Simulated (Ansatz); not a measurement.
An Ansatz (a first-principles code) input:

Ansatz 0.2 input:
```yaml
crystal:
  lattice:
    - [3.8124006752, 0.0, 0.0]
    - [0.0, 3.8124006752, 0.0]
    - [0.0, 0.0, 3.8124006752]
  atoms:
    - { symbol: O, position: [0.5, 0.0, 0.0] }
    - { symbol: O, position: [0.0, 0.5, 0.0] }
    - { symbol: O, position: [0.0, 0.0, 0.5] }
    - { symbol: Al, position: [0.0, 0.0, 0.0] }
    - { symbol: La, position: [0.5, 0.5, 0.5] }
kpoints:
  mp_grid: { grid: [4, 4, 4] }
hamiltonian:
  xc: hse06
  pseudopotentials: { kind: paw }
scf:
  n_extra_bands: 6
  occupations: { method: fixed }
output:
  eigenvalues: true
  eigenstates:
    e_range: [-9.0, 13.2]
    kpoints:
      - [0.5, 0.5, 0.5]  # VBM
      - [0.0, 0.0, 0.0]  # CBM
      - [0.0, 0.0, 0.0]  # GAMMA
      - [0.5, 0.5, 0.5]  # R
      - [0.5, 0.5, 0.0]  # M
      - [0.0, 0.5, 0.0]  # X
```

Question: How many symmetry operations and irreducible k-points will the run report?

Answer: 48 operations, 10 of 64 k-points.

Question: With a cutoff of 420 eV, how many plane waves at Γ?

Answer: 1045.

It took about 90 core-seconds (a rough figure) on shared server cores.

The points marked VBM and CBM come from a semilocal run.

Space group Pm-3m (cubic perovskite). This is a known high-temperature phase of the composition, computed here at zero pressure and temperature. The cell was relaxed with PBE under the symmetry of its start. At this level the phase is dynamically unstable (imaginary phonons). Scalar-relativistic: spin–orbit coupling is off unless named, which matters more the heavier the elements.

Potentials: the later of the program's two PAW sets.

Ansatz is a plane-wave DFT program.
